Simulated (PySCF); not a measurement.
A geometry optimisation on `c1ccncc1`.

Computed with B3LYP/def2-SVP geometry optimisation, gas phase (PySCF 2.14.0). Start geometry: GFN2-xTB. The input is one job of a driver script: a line of settings, then coordinates in Å.

Input:
```
{"job": {"xc": "B3LYP", "basis": "def2-SVP", "grid": 1, "kind": "geom"}, "charge": 0, "multiplicity": 1}
C      0.072246     1.185626    -0.023287
C      1.219518     0.408630     0.003071
C      1.077055    -0.970698     0.025259
N     -0.095001    -1.581335     0.024171
C     -1.185172    -0.834552     0.000678
C     -1.160378     0.552002    -0.024265
H      0.137280     2.264355    -0.042348
H      2.199883     0.859715     0.006690
H      1.941492    -1.621703     0.045298
H     -2.122020    -1.377002     0.002312
H     -2.079479     1.117633    -0.043542
```

Output:
```
step   0  E = -248.10364848  max force = 0.014629
step   1  E = -248.10531823  max force = 0.001418
step   2  E = -248.10532456  max force = 0.000480
step   3  E = -248.10532265  max force = 0.001161
step   4  E = -248.10532522  max force = 0.000384
optimisation converged
```

Energies in Eh; «max force» is the largest Cartesian gradient component in Eh/bohr.

Task: Give the first gradient maximum in eV/Å.

Result: With 1 Eh/bohr = 51.422 eV/Å, 0.752 eV/Å.

Task: How much energy does the optimisation release, in kJ/mol?

Result: E(step 0) − E(last step) = 0.001677 Eh, which is 4.4 kJ/mol.

Summary of the converged run: final energy -248.10533 Eh after 4 steps; dipole 2.13 D.

Task: Where do the atoms end?

Result: 0.021 Å rms from the input after alignment:
```
atom  x, y, z in Å
C1     0.0771    1.1320   -0.0132
C2     1.2312    0.3456    0.0137
C3     1.0884   -1.0464    0.0383
N4    -0.0950   -1.6656    0.0375
C5    -1.1937   -0.9065    0.0115
C6    -1.1647    0.4925   -0.0144
H7     0.1441    2.2230   -0.0328
H8     2.2256    0.7982    0.0157
H9     1.9766   -1.6897    0.0595
H10   -2.1539   -1.4366    0.0112
H11   -2.0962    1.0630   -0.0348
```

Task: Estimate the wall time. Hardware: one thread, Arm Neoverse V1 (aarch64), no GPU, shared host. And the peak memory of the process?

Result: About 16 s, with 0.53 GiB resident at the peak, the Python interpreter and its libraries included.
Labels such as C1 count atoms from 1, the log's own numbers from 0.
